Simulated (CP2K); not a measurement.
Crystal: Ge.

```
CELL_PARAMETERS angstrom
3.89984 0.00000 0.00000
-2.89838 2.60924 0.00000
-0.50073 -1.30462 3.64088
ATOMIC_POSITIONS crystal
Ge 0.50000 0.50000 0.00000
Ge 0.25000 0.75000 0.50000
```

This isn't the form of Ge at room conditions, which is diamond.

Base run:

```yaml
Program: CP2K 2026.2
Functional: PBE
Potentials_or_basis: POTENTIAL_UZH Ge GTH-PBE-q4; TZVP-MOLOPT-PBE-GTH basis
Density_cutoff: 6123 eV
k_mesh: 11 × 11 × 11
Occupations: fermi-dirac, width 0.05 eV
Spin: no spin polarisation
```

Its results: band gap on the k mesh none (metal or under the smearing width); pressure 4.4 GPa.

Task: The run is repeated on the same cell with these changes: functional from PBE to PBEsol; occupations from fermi-dirac, width 0.05 eV to fermi-dirac, width 0.0259 eV. What comes out?

Result: Band gap on the k mesh none (metal or under the smearing width); pressure 3.2 GPa.

Caveats: the basis of atomic orbitals isn't converged, which shifts pressures, moduli and gaps; the potentials were made for another functional, which shifts forces and pressure (some runs).
